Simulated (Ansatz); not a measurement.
# Tungsten, hcp under r²SCAN: ground state and equation of state, part 2 of 2

Aim: take tungsten in the hcp structure, relax it, solve it on a dense k-mesh, switch on spin-orbit coupling, then scale the cell to 7 volumes from 88 to 112 % of the relaxed one and try a fit of the equation of state. The k-meshes are 13×13×7 for the relaxation; 21×21×11 for the dense run; 13×13×7 for spin-orbit coupling; 15×15×7 for the volumes.

Ansatz 0.2.0; DFT, r2SCAN, plane waves (500 eV) with PAW, scalar-relativistic. Earlier steps stand in the parts before.

### 5 Volume × 0.88

This is W in the hcp structure; at room conditions it is bcc.

The input, input.yaml:

```yaml
crystal:
  lattice:
    - [2.6415915185, 0.0, 0.0]
    - [-1.3207957593, 2.2876853615, 0.0]
    - [0.0, 0.0, 4.7487776112]
  atoms:
    - { symbol: W, position: [0.3333333333, 0.6666666667, 0.25] }
    - { symbol: W, position: [0.6666666667, 0.3333333333, 0.75] }
hamiltonian:
  xc: r2scan
  pseudopotentials:
    kind: paw
    azcp:
      W: "pseudopotentials/W.paw.azcp"
basis:
  ecutwfc: 500
  fft_grid_basis: typed
kpoints:
  mp_grid: { grid: [15, 15, 7], shift: [0, 0, 0] }
magnetization:
  spin_polarized: false
scf:
  occupations: { method: fermi_dirac, width: 0.1 }
  lower_state_search: "off"
output:
  stress: true
```

Run with:

```
$ ansatz run input.yaml --threads 1 --pin off --max-ram 3584MiB --backend cpu --events-out ev --progress --plain --runs-dir out
```

Standard output (excerpt; [...] marks lines left out):

```text
[...]
Pseudopotentials: kind: paw
Pseudopotential: W, paw, valence charge 14, recommended cutoff 500 eV (meta_gga), <dir>
Functional definition: r2SCAN
[...]
Crystal: 2 atoms, lattice volume = 28.697 Å³
Basis set: ecut = 500 eV, 725 PW (Γ), exchange–correlation on 80×80×144 points (64 copies of the dense FFT grid, shifted against one another)
Bands: 18, of which v1, the nominal top of the filled ones, is band 14 counted from 1 (13 counted from 0)
Symmetry: 24 space group operations
Space group: P63/mmc (ITA 194), of the structure as read, at distance tolerance 3.1e-5 Å
k-points: 108 of 1575
[...]
SCF iter   1: F=-20792.936903 eV  HF=-20792.893137 eV  |F-HF|=4.38e-2  |Δ(HF+E_count)|=         —  Δρ=1.11e-2  dr2=2.70e-2  dr2_τ=1.38e-1  ethr=1.77e-3  ⟨swp⟩=5.1  Hψ=9851  notcnv=0
[...]
SCF iter   6: F=-20792.944715 eV  HF=-20792.944715 eV  |F-HF|=7.64e-10  |Δ(HF+E_count)|=   2.91e-8  Δρ=8.39e-6  dr2=6.85e-9  dr2_τ=6.51e-9  ethr=3.57e-10  ⟨swp⟩=5.0  Hψ=7060  notcnv=0
[...]
SCF converged after 6 iterations
Free energy (F): -20792.944715 eV
[...]
E sigma→0 (E₀):  -20792.915730 eV
Entropy (-TS):   -0.057971 eV (-28.986 meV/atom)
Fermi energy:    24.794047 eV
[...]
--- Stress (GPa, compression-positive) ---
       52.190767       0.000000       0.000000
        0.000000      52.190767       0.000000
        0.000000       0.000000      40.881231
  P = ⅓ Tr σ = 48.4209 GPa (484.209 kbar)
```

Run time: 11 s. Hardware: 1 thread of Intel Xeon Platinum 8259CL at 2.50GHz (Skylake/Cascade Lake), shared host; peak memory 0.58 GiB.

### 6 Volume × 0.92

Changes to input.yaml since step 5:

```diff
@@ -2,5 +2,5 @@
   lattice:
-    - [2.6415915185, 0.0, 0.0]
-    - [-1.3207957593, 2.2876853615, 0.0]
-    - [0.0, 0.0, 4.7487776112]
+    - [2.6810240712, 0.0, 0.0]
+    - [-1.3405120356, 2.3218349538, 0.0]
+    - [0.0, 0.0, 4.81966534]
   atoms:
```

Run with:

```
$ ansatz run input.yaml --threads 1 --pin off --max-ram 3584MiB --backend cpu --events-out ev --progress --plain --runs-dir out
```

Standard output (excerpt; [...] marks lines left out):

```text
[...]
Pseudopotentials: kind: paw
Pseudopotential: W, paw, valence charge 14, recommended cutoff 500 eV (meta_gga), <dir>
Functional definition: r2SCAN
[...]
Crystal: 2 atoms, lattice volume = 30.002 Å³
Basis set: ecut = 500 eV, 749 PW (Γ), exchange–correlation on 80×80×144 points (64 copies of the dense FFT grid, shifted against one another)
Bands: 18, of which v1, the nominal top of the filled ones, is band 14 counted from 1 (13 counted from 0)
Symmetry: 24 space group operations
Space group: P63/mmc (ITA 194), of the structure as read, at distance tolerance 3.1e-5 Å
k-points: 108 of 1575
[...]
SCF iter   1: F=-20793.249765 eV  HF=-20793.215507 eV  |F-HF|=3.43e-2  |Δ(HF+E_count)|=         —  Δρ=1.07e-2  dr2=2.59e-2  dr2_τ=1.20e-1  ethr=1.77e-3  ⟨swp⟩=5.1  Hψ=9794  notcnv=0
[...]
SCF iter   6: F=-20793.257297 eV  HF=-20793.257297 eV  |F-HF|=2.63e-9  |Δ(HF+E_count)|=   8.13e-8  Δρ=8.62e-6  dr2=7.59e-9  dr2_τ=4.11e-9  ethr=3.57e-10  ⟨swp⟩=5.0  Hψ=7029  notcnv=0
[...]
SCF converged after 6 iterations
Free energy (F): -20793.257297 eV
[...]
E sigma→0 (E₀):  -20793.227271 eV
Entropy (-TS):   -0.060052 eV (-30.026 meV/atom)
Fermi energy:    23.580948 eV
[...]
--- Stress (GPa, compression-positive) ---
       31.318055       0.000000       0.000000
        0.000000      31.318055      -0.000000
        0.000000      -0.000000      24.420793
  P = ⅓ Tr σ = 29.0190 GPa (290.190 kbar)
```

It took 9.5 s on 1 thread of Intel Xeon Platinum 8259CL at 2.50GHz (Skylake/Cascade Lake), shared host; peak memory 0.58 GiB.

### 7 Volume × 0.96

Changes to input.yaml since step 6:

```diff
@@ -2,5 +2,5 @@
   lattice:
-    - [2.6810240712, 0.0, 0.0]
-    - [-1.3405120356, 2.3218349538, 0.0]
-    - [0.0, 0.0, 4.81966534]
+    - [2.7193295903, 0.0, 0.0]
+    - [-1.3596647952, 2.3550085065, 0.0]
+    - [0.0, 0.0, 4.8885270056]
   atoms:
```

Run with:

```
$ ansatz run input.yaml --threads 1 --pin off --max-ram 3584MiB --backend cpu --events-out ev --progress --plain --runs-dir out
```

Standard output (excerpt; [...] marks lines left out):

```text
[...]
Pseudopotentials: kind: paw
Pseudopotential: W, paw, valence charge 14, recommended cutoff 500 eV (meta_gga), <dir>
Functional definition: r2SCAN
[...]
Crystal: 2 atoms, lattice volume = 31.306 Å³
Basis set: ecut = 500 eV, 785 PW (Γ), exchange–correlation on 80×80×144 points (64 copies of the dense FFT grid, shifted against one another)
Bands: 18, of which v1, the nominal top of the filled ones, is band 14 counted from 1 (13 counted from 0)
Symmetry: 24 space group operations
Space group: P63/mmc (ITA 194), of the structure as read, at distance tolerance 3.2e-5 Å
k-points: 108 of 1575
[...]
SCF iter   1: F=-20793.419738 eV  HF=-20793.391952 eV  |F-HF|=2.78e-2  |Δ(HF+E_count)|=         —  Δρ=1.03e-2  dr2=2.40e-2  dr2_τ=1.04e-1  ethr=1.77e-3  ⟨swp⟩=5.1  Hψ=9677  notcnv=0
[...]
SCF iter   6: F=-20793.426757 eV  HF=-20793.426757 eV  |F-HF|=2.51e-8  |Δ(HF+E_count)|=   4.73e-7  Δρ=1.50e-5  dr2=3.28e-8  dr2_τ=3.14e-9  ethr=3.57e-10  ⟨swp⟩=5.0  Hψ=7441  notcnv=0
[...]
SCF converged after 6 iterations
Free energy (F): -20793.426757 eV
[...]
E sigma→0 (E₀):  -20793.395977 eV
Entropy (-TS):   -0.061560 eV (-30.780 meV/atom)
Fermi energy:    22.461613 eV
[...]
--- Stress (GPa, compression-positive) ---
       14.222762       0.000000       0.000000
       -0.000000      14.222762       0.000000
        0.000000       0.000000      10.953551
  P = ⅓ Tr σ = 13.1330 GPa (131.330 kbar)
```

Run time: 9.8 s. Hardware: 1 thread of Intel Xeon Platinum 8259CL at 2.50GHz (Skylake/Cascade Lake), shared host; peak memory 0.58 GiB.

### 8 Volume × 1.0

Changes to input.yaml since step 7:

```diff
@@ -2,5 +2,5 @@
   lattice:
-    - [2.7193295903, 0.0, 0.0]
-    - [-1.3596647952, 2.3550085065, 0.0]
-    - [0.0, 0.0, 4.8885270056]
+    - [2.7565853101, 0.0, 0.0]
+    - [-1.3782926551, 2.3872729063, 0.0]
+    - [0.0, 0.0, 4.9555014515]
   atoms:
```

Run with:

```
$ ansatz run input.yaml --threads 1 --pin off --max-ram 3584MiB --backend cpu --events-out ev --progress --plain --runs-dir out
```

Standard output (excerpt; [...] marks lines left out):

```text
[...]
Pseudopotentials: kind: paw
Pseudopotential: W, paw, valence charge 14, recommended cutoff 500 eV (meta_gga), <dir>
Functional definition: r2SCAN
[...]
Crystal: 2 atoms, lattice volume = 32.611 Å³
Basis set: ecut = 500 eV, 823 PW (Γ), exchange–correlation on 96×96×160 points (64 copies of the dense FFT grid, shifted against one another)
Bands: 18, of which v1, the nominal top of the filled ones, is band 14 counted from 1 (13 counted from 0)
Symmetry: 24 space group operations
Space group: P63/mmc (ITA 194), of the structure as read, at distance tolerance 3.2e-5 Å
k-points: 108 of 1575
[...]
SCF iter   1: F=-20793.472610 eV  HF=-20793.449000 eV  |F-HF|=2.36e-2  |Δ(HF+E_count)|=         —  Δρ=9.91e-3  dr2=2.13e-2  dr2_τ=9.17e-2  ethr=1.77e-3  ⟨swp⟩=5.2  Hψ=9578  notcnv=0
[...]
SCF iter   6: F=-20793.478862 eV  HF=-20793.478862 eV  |F-HF|=2.94e-8  |Δ(HF+E_count)|=   4.84e-7  Δρ=1.56e-5  dr2=3.68e-8  dr2_τ=3.44e-9  ethr=3.57e-10  ⟨swp⟩=5.0  Hψ=7462  notcnv=0
[...]
SCF converged after 6 iterations
Free energy (F): -20793.478862 eV
[...]
E sigma→0 (E₀):  -20793.447645 eV
Entropy (-TS):   -0.062434 eV (-31.217 meV/atom)
Fermi energy:    21.427209 eV
[...]
--- Stress (GPa, compression-positive) ---
        0.187280      -0.000000       0.000000
       -0.000000       0.187280       0.000000
        0.000000       0.000000      -0.099594
  P = ⅓ Tr σ = 0.0917 GPa (0.917 kbar)
```

It took 9.7 s on 1 thread of Intel Xeon Platinum 8259CL at 2.50GHz (Skylake/Cascade Lake), shared host; peak memory 0.62 GiB.

### 9 Volume × 1.04

Changes to input.yaml since step 8:

```diff
@@ -2,5 +2,5 @@
   lattice:
-    - [2.7565853101, 0.0, 0.0]
-    - [-1.3782926551, 2.3872729063, 0.0]
-    - [0.0, 0.0, 4.9555014515]
+    - [2.7928603294, 0.0, 0.0]
+    - [-1.3964301647, 2.4186879945, 0.0]
+    - [0.0, 0.0, 5.0207128962]
   atoms:
```

Run with:

```
$ ansatz run input.yaml --threads 1 --pin off --max-ram 3584MiB --backend cpu --events-out ev --progress --plain --runs-dir out
```

Standard output (excerpt; [...] marks lines left out):

```text
[...]
Pseudopotentials: kind: paw
Pseudopotential: W, paw, valence charge 14, recommended cutoff 500 eV (meta_gga), <dir>
Functional definition: r2SCAN
[...]
Crystal: 2 atoms, lattice volume = 33.915 Å³
Basis set: ecut = 500 eV, 859 PW (Γ), exchange–correlation on 96×96×160 points (64 copies of the dense FFT grid, shifted against one another)
Bands: 18, of which v1, the nominal top of the filled ones, is band 14 counted from 1 (13 counted from 0)
Symmetry: 24 space group operations
Space group: P63/mmc (ITA 194), of the structure as read, at distance tolerance 3.2e-5 Å
k-points: 108 of 1575
[...]
SCF iter   1: F=-20793.429135 eV  HF=-20793.408218 eV  |F-HF|=2.09e-2  |Δ(HF+E_count)|=         —  Δρ=9.43e-3  dr2=1.83e-2  dr2_τ=8.11e-2  ethr=1.77e-3  ⟨swp⟩=5.2  Hψ=9355  notcnv=0
[...]
SCF iter   6: F=-20793.434585 eV  HF=-20793.434585 eV  |F-HF|=3.08e-8  |Δ(HF+E_count)|=   5.19e-7  Δρ=1.53e-5  dr2=3.84e-8  dr2_τ=3.00e-9  ethr=3.57e-10  ⟨swp⟩=5.0  Hψ=7450  notcnv=0
[...]
SCF converged after 6 iterations
Free energy (F): -20793.434585 eV
[...]
E sigma→0 (E₀):  -20793.403049 eV
Entropy (-TS):   -0.063073 eV (-31.536 meV/atom)
Fermi energy:    20.469603 eV
[...]
--- Stress (GPa, compression-positive) ---
      -11.338915       0.000000       0.000000
        0.000000     -11.338915       0.000000
        0.000000       0.000000      -9.168473
  P = ⅓ Tr σ = -10.6154 GPa (-106.154 kbar)
```

It took 11 s on 1 thread of Intel Xeon Platinum 8259CL at 2.50GHz (Skylake/Cascade Lake), shared host; peak memory 0.63 GiB.

### 10 Volume × 1.08

Changes to input.yaml since step 9:

```diff
@@ -2,5 +2,5 @@
   lattice:
-    - [2.7928603294, 0.0, 0.0]
-    - [-1.3964301647, 2.4186879945, 0.0]
-    - [0.0, 0.0, 5.0207128962]
+    - [2.8282167452, 0.0, 0.0]
+    - [-1.4141083726, 2.4493075487, 0.0]
+    - [0.0, 0.0, 5.0842729714]
   atoms:
```

Run with:

```
$ ansatz run input.yaml --threads 1 --pin off --max-ram 3584MiB --backend cpu --events-out ev --progress --plain --runs-dir out
```

Standard output (excerpt; [...] marks lines left out):

```text
[...]
Pseudopotentials: kind: paw
Pseudopotential: W, paw, valence charge 14, recommended cutoff 500 eV (meta_gga), <dir>
Functional definition: r2SCAN
[...]
Crystal: 2 atoms, lattice volume = 35.220 Å³
Basis set: ecut = 500 eV, 907 PW (Γ), exchange–correlation on 96×96×160 points (64 copies of the dense FFT grid, shifted against one another)
Bands: 18, of which v1, the nominal top of the filled ones, is band 14 counted from 1 (13 counted from 0)
Symmetry: 24 space group operations
Space group: P63/mmc (ITA 194), of the structure as read, at distance tolerance 3.3e-5 Å
k-points: 108 of 1575
[...]
SCF iter   1: F=-20793.306525 eV  HF=-20793.287456 eV  |F-HF|=1.91e-2  |Δ(HF+E_count)|=         —  Δρ=8.99e-3  dr2=1.56e-2  dr2_τ=7.22e-2  ethr=1.77e-3  ⟨swp⟩=5.2  Hψ=9128  notcnv=0
[...]
SCF iter   6: F=-20793.311275 eV  HF=-20793.311275 eV  |F-HF|=3.37e-8  |Δ(HF+E_count)|=   5.20e-7  Δρ=1.51e-5  dr2=3.82e-8  dr2_τ=3.29e-9  ethr=3.57e-10  ⟨swp⟩=5.0  Hψ=7413  notcnv=0
[...]
SCF converged after 6 iterations
Free energy (F): -20793.311275 eV
[...]
E sigma→0 (E₀):  -20793.279352 eV
Entropy (-TS):   -0.063846 eV (-31.923 meV/atom)
Fermi energy:    19.580843 eV
[...]
--- Stress (GPa, compression-positive) ---
      -20.781851       0.000000       0.000000
       -0.000000     -20.781851       0.000000
        0.000000       0.000000     -16.585098
  P = ⅓ Tr σ = -19.3829 GPa (-193.829 kbar)
```

Wall time 12 s (1 thread of Intel Xeon Platinum 8259CL at 2.50GHz (Skylake/Cascade Lake), shared host); peak memory 0.63 GiB.

### 11 Volume × 1.12

Changes to input.yaml since step 10:

```diff
@@ -2,5 +2,5 @@
   lattice:
-    - [2.8282167452, 0.0, 0.0]
-    - [-1.4141083726, 2.4493075487, 0.0]
-    - [0.0, 0.0, 5.0842729714]
+    - [2.8627105928, 0.0, 0.0]
+    - [-1.4313552964, 2.479180097, 0.0]
+    - [0.0, 0.0, 5.1462824117]
   atoms:
@@ -26 +26,5 @@
   stress: true
+  write_density: true
+  write_potential: true
+  elf: true
+  volumetric_format: npy
```

Run with:

```
$ ansatz run input.yaml --threads 1 --pin off --max-ram 3584MiB --backend cpu --events-out ev --progress --plain --runs-dir out
```

Standard output (excerpt; [...] marks lines left out):

```text
[...]
Pseudopotentials: kind: paw
Pseudopotential: W, paw, valence charge 14, recommended cutoff 500 eV (meta_gga), <dir>
Functional definition: r2SCAN
[...]
Crystal: 2 atoms, lattice volume = 36.524 Å³
Basis set: ecut = 500 eV, 931 PW (Γ), exchange–correlation on 96×96×160 points (64 copies of the dense FFT grid, shifted against one another)
Bands: 18, of which v1, the nominal top of the filled ones, is band 14 counted from 1 (13 counted from 0)
Symmetry: 24 space group operations
Space group: P63/mmc (ITA 194), of the structure as read, at distance tolerance 3.3e-5 Å
k-points: 108 of 1575
[...]
SCF iter   1: F=-20793.119209 eV  HF=-20793.101610 eV  |F-HF|=1.76e-2  |Δ(HF+E_count)|=         —  Δρ=8.64e-3  dr2=1.36e-2  dr2_τ=6.48e-2  ethr=1.77e-3  ⟨swp⟩=5.2  Hψ=9097  notcnv=0
[...]
SCF iter   6: F=-20793.123372 eV  HF=-20793.123372 eV  |F-HF|=3.97e-8  |Δ(HF+E_count)|=   4.67e-7  Δρ=1.56e-5  dr2=3.82e-8  dr2_τ=6.34e-9  ethr=3.57e-10  ⟨swp⟩=10.0  Hψ=13858  notcnv=0
[...]
SCF converged after 6 iterations
Free energy (F): -20793.123372 eV
[...]
E sigma→0 (E₀):  -20793.090920 eV
Entropy (-TS):   -0.064904 eV (-32.452 meV/atom)
Fermi energy:    18.753667 eV
[...]
--- Stress (GPa, compression-positive) ---
      -28.487533       0.000000       0.000000
        0.000000     -28.487533       0.000000
        0.000000       0.000000     -22.619403
  P = ⅓ Tr σ = -26.5315 GPa (-265.315 kbar)
--- Band table (eV; the first three rows and the last of 108) ---
  k-point 0: bands = ["-57.0871", "-57.0412", "-21.0154", "-20.3652", "-20.1494", "-20.1494", "-20.0846", "-20.0846", "9.7665", "13.0092", "17.0812", "17.9987", "18.4345", "18.4345", "18.9182", "18.9182", "20.7919", "20.7919"]
[...]
```

Run time: 12 s. Hardware: 1 thread of Intel Xeon Platinum 8259CL at 2.50GHz (Skylake/Cascade Lake), shared host; peak memory 0.63 GiB.

Density in a lattice plane of the grid's cell (edges 2.86 and 5.15 Å, at 0.333 of the third edge), which holds W.

Values in e/Å³, 12 rows by 6 columns:
```
0.28 0.23 0.28 0.73 1.45 0.73
0.53 0.31 0.54 3.18 5.01 3.17
0.83 0.36 0.83 4.69 3.83 4.68
0.53 0.31 0.54 3.18 5.01 3.17
0.28 0.23 0.28 0.73 1.45 0.73
0.23 0.22 0.23 0.28 0.33 0.28
0.28 0.30 0.28 0.27 0.27 0.27
0.53 0.84 0.53 0.32 0.29 0.32
0.83 1.48 0.83 0.37 0.31 0.37
0.53 0.84 0.53 0.32 0.29 0.32
0.28 0.30 0.28 0.27 0.27 0.27
0.23 0.22 0.23 0.28 0.33 0.28
```
Columns run along the first of these edges and rows up along the second, over one cell in 6 and 12 even steps from the bottom left corner. Atoms in the plane (fractional): W at (0.67, 0.75).

ELF in the same plane.

Values, 12 rows by 6 columns:
```
0.22 0.42 0.22 0.28 0.53 0.28
0.22 0.38 0.22 0.65 0.60 0.65
0.33 0.37 0.33 0.65 0.01 0.65
0.22 0.38 0.22 0.65 0.60 0.65
0.22 0.42 0.22 0.28 0.53 0.28
0.37 0.36 0.37 0.36 0.38 0.36
0.22 0.15 0.22 0.48 0.61 0.48
0.22 0.29 0.22 0.36 0.54 0.36
0.33 0.51 0.33 0.32 0.49 0.32
0.22 0.29 0.22 0.36 0.54 0.36
0.22 0.15 0.22 0.48 0.61 0.48
0.37 0.36 0.37 0.36 0.38 0.36
```
Columns run along the first of these edges and rows up along the second, over one cell in 6 and 12 even steps from the bottom left corner. Atoms in the plane (fractional): W at (0.67, 0.75).

Both are smooth fields of the valence electrons: close to the nuclei they are not physical.

Maxima of ELF outside the ion cores: 0.61 between the atoms, 1.7 Å from W.

### 12 Fitting the volumes

The cell was scaled evenly, with its shape and the fractional positions fixed.

```
V (Å³/atom)  E − E₀ (meV/atom)  P from the stress (GPa)  P from the fit (GPa)
     14.349              265.9                    48.42                 48.30
     15.001              110.1                    29.02                 28.91
     15.653               25.8                    13.13                 13.05
     16.305                0.0                     0.09                  0.05
     16.958               22.3                   -10.62                -10.64
     17.610               84.1                   -19.38                -19.43
     18.262              178.3                   -26.53                -26.67
```

A third-order Birch-Murnaghan fit gives V₀ = 16.308 Å³/atom, B₀ = 294 GPa and B₀′ = 3.9; it misses no point by more than 0.06 meV/atom.

The fit is made to E(σ → 0), while the stress belongs to the free energy F; that is one source of the offset between the two pressures.

### 13 What came out

What follows sums up all 2 parts.

| quantity | value |
| --- | --- |
| space group (spins left aside) | P6_3/mmc (No. 194) |
| conventional cell | a = 2.757 Å, c = 4.956 Å (c/a = 1.798) |
| volume | 16.305 Å³/atom |
| shortest distance | 2.757 Å |
| gap on the mesh | none (levels filled in part) |
| relative to bcc | +574 meV/atom |
| V₀, B₀, B₀′ | 16.308 Å³/atom, 294 GPa, 3.9 |

From the guessed start the volume grew by 2.9 % in 9 steps. Against the reference form of tungsten (bcc, computed apart with the same settings) it stands 574 meV/atom higher, so it is far from stable. No gap shows: it is a metal or semimetal at this level. Totals with and without spin-orbit coupling (+24.2 eV/atom apart) can't be read as binding, since the two-component data shift the zero of energy. B₀ comes out at 294 GPa, among the stiffest elements; letting shape and positions relax at each volume could only lower it. Relaxation kept the symmetry; phonons were not checked.
